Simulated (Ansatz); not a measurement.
Take SrF2 in the fluorite structure (space group Fm-3m, No. 225) as the base.

```yaml
crystal:
  lattice:
    - [0.00000, 2.92864, 2.92864]
    - [2.92864, 0.00000, 2.92864]
    - [2.92864, 2.92864, 0.00000]
  atoms:
    - { symbol: Sr, position: [0.00000, 0.00000, 0.00000] }
    - { symbol: F, position: [0.25000, 0.25000, 0.25000] }
    - { symbol: F, position: [0.75000, 0.75000, 0.75000] }
```

Cartesian axes are those of the cell as printed.

Method: PBE (Ansatz, a first-principles code; PAW; 420 eV plane waves; no spin-orbit coupling).

For the base:

```
Property                         Result
-----------------------------  --------
Pressure                       0.00 GPa
Shortest interatomic distance   2.536 Å
```

Now apply this change: uniaxial strain ε_yy = +1.40 %, all other strain components held at zero; the atoms relax in the strained cell.

Problem. Predict the new energy relative to the base, pressure and shortest interatomic distance.

Solution. The energy increases by 1.2 meV/atom; the pressure (mean of the normal stresses, compression positive) goes from zero to -0.88 GPa; the shortest interatomic distance grows by 0.012 Å to 2.548 Å.

Stability against distortions was not tested.
